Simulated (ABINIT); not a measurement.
Os:

```
Os
1.0
     2.73410    0.00000    0.00000
    -1.36705    2.36780    0.00000
     0.00000    0.00000    4.31970
Os
2
Cartesian
  1.3671 0.7893 3.2398
  0.0000 1.5785 1.0799
```

Base run:

```yaml
Program: ABINIT 10.8.3 (patched build)
Functional: r2SCAN
Potentials_or_basis: SG15 NC PBE v1.2
Cutoff: 980 eV
k_mesh: 11 × 11 × 6
Occupations: fermi-dirac, width 0.05 eV
Spin: no spin polarisation
```

Its results: band gap on the k mesh none (metal or under the smearing width); pressure 1.4 GPa.

**Question.** The run is repeated on the same cell with these changes: potentials or basis from SG15 NC PBE v1.2 to Ansatz PAW PBE default generated set, frozen core; cutoff from 980 eV to 490 eV. What comes out?

**Answer.** Band gap on the k mesh none (metal or under the smearing width); pressure 0.8 GPa.

Caveats: the potentials were made for another functional, which shifts forces and pressure (some runs); the PAW data sets were made with another functional, which shifts forces and pressure a little (some runs); the atomic spheres overlap (some runs).
